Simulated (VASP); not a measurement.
**SiC (Moissanite) under changes of volume**

One of the cells (10.548 Å³/atom); the others are scaled copies at fixed shape and fractional positions:

```
Si C
1.0
     3.09637    0.00000    0.00000
    -1.54819    2.68154    0.00000
     0.00000    0.00000    5.08143
Si C
2 2
Cartesian
  1.5482 0.8938 2.5407
  0.0000 1.7877 0.0000
  1.5482 0.8938 4.4971
  0.0000 1.7877 1.9564
```

```yaml
Program: VASP 6.6.1
Functional: PBEsol
Potentials_or_basis: VASP PAW PBE potentials, release 64 (Si, C)
Cutoff: 520 eV
k_mesh: 10 × 10 × 5
Occupations: fermi-dirac, width 0.05 eV
Spin: no spin polarisation
```

```csv
volume (Å³/atom),energy over the lowest point (meV/atom),pressure (GPa),gap on the mesh (eV),largest force (eV/Å)
9.721,29.35,16.2,2.22,0.854
9.927,?,?,?,?
10.134,1.89,5.3,2.29,0.784
10.548,0.00,-3.6,2.35,0.721
10.755,7.20,-7.5,2.38,0.692
10.961,19.15,-11.0,2.37,0.664
```

**Question.** What does the run at 9.927 Å³/atom give?

**Answer.** Energy over the lowest point 12.10 meV/atom; pressure 10.5 GPa; gap on the mesh 2.25 eV; largest force 0.818 eV/Å.

Worked out: A Birch-Murnaghan fit of order 3 (a polynomial in V^(-2/3)) to the other rows has its minimum at 10.37 Å³/atom with B0 = V·E''(V) = 222 GPa and B' = 3.9 at fixed shape and positions, which overstates the stiffness. It gives 12.14 meV/atom at 9.927 Å³/atom, against the run's 12.10, and -dE/dV = 10.6 GPa, against 10.5. A parabola through the other rows of the gap, of slope 1.93 eV per unit of ln V there, gives 2.26 eV, against the run's 2.25.

Energies are extrapolated to zero smearing.

Caveats: the PAW data sets were made with another functional, which shifts forces and pressure a little; an odd mesh through Γ misses points on the zone boundary, where band edges often lie.
